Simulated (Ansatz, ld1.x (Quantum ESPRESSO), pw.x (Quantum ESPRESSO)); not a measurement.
**osmium: one change to the TM potential, in the atom and in the fcc crystal**

ld1.x (Quantum ESPRESSO) 7.5 input, shortened:

```
&input
   title='Os', zed=76., rel=1, dft='PBE', iswitch=3,
   config='[Xe] 4f14 5d6 6s2 6p0'
 /
 &inputp
   pseudotype=2, tm=.true., lloc=0,
   nlcc=.false.
 /
3
6P  2  1   0.00   0.00  3.55  3.55  0.0
5D  3  2   6.00   0.00  2.00  2.00  0.0
6S  1  0   2.00   0.00  2.50  2.50  0.0
 &test
   configts(1)='5d6 6s2 6p0'
 /
```

Change: wave 6s (bound): rc 2.50 bohr becomes 6s (bound): rc 3.12 bohr.

Cutoffs, loose and tight: the cutoffs (Ry, on a coarse ladder) from which the occupation-weighted sum of valence levels, in a spherical-Bessel basis at the reference potential, stays within 10 and 1 mRy of its value at 400 Ry. They do not see the model core or the augmentation charge, which bear on the density cutoff. Test errors are all-electron minus pseudo excitation energies from the reference, over the configurations 5d6 6s1 6p0; 5d6 6s0 6p0; 5d5 6s0 6p0; 5d6 6s1.5 6p0; 5d5 6s2 6p1; 5d6 6s0 6p2; 5d6.5 6s1.5 6p0; variants that change the core or the reference have their own tests.

Crystal test: fcc Os in pw.x 7.5, no spin, 15³ k-points, Fermi–Dirac smearing 0.01 Ry, cutoffs set for each file from its atomic test. The reference is all-electron LAPW (Ansatz 0.2.0) with the same functional, mesh and smearing; V0 and B0 come from Birch–Murnaghan fits to the pressures at five volumes. Errors are pseudo minus all-electron; Δ is the rms difference of the E(V) curves that follow from these fits, minima aligned, over ±6 % about the mean V0. Mesh and smearing are coarse, so the numbers serve the comparison and aren't converged zero-temperature values; the lattice is a test structure that the element need not adopt.

All-electron: a0 = 3.856 Å (V0 = 14.34 Å³/atom), B0 = 387.2 GPa.

Problem. Does the change bring the crystal closer to the all-electron result?

Solution. The mean pressure error goes from +17.87 to +0.21 GPa, so the change moves the solid closer to the all-electron pressures. At 80 % of its cutoff the pressure of the changed file moves by -1.39 GPa.

| quantity | base | changed |
| --- | --- | --- |
| outcome (atom) | generated | generated |
| cutoff, loose (atom) | 35 Ry | 35 Ry |
| cutoff, tight (atom) | 40 Ry | 40 Ry |
| bound ghosts (atom) | none | none |
| largest test error (meV) (atom) | -63 | -71 |
| cutoffs in pw.x (Ry) | 50/200 | 50/200 |
| a0 (Å) | 3.911 | 3.857 |
| a0 error (%) | +1.43 | +0.02 |
| B0 error (%) | -3.4 | +1.1 |
| Δ (meV/atom) | 52.0 | 0.7 |
| mean pressure error (GPa) | +17.87 | +0.21 |

Base: The largest radius (3.55 bohr) exceeds half the bond length (2.58 bohr), so the spheres overlap, which is one possible source of error among others. This is a poor potential for the solid. Changed file: The largest radius (3.55 bohr) exceeds half the bond length (2.58 bohr), so the spheres overlap, which is one possible source of error among others. The atomic cutoffs weigh occupied waves only.
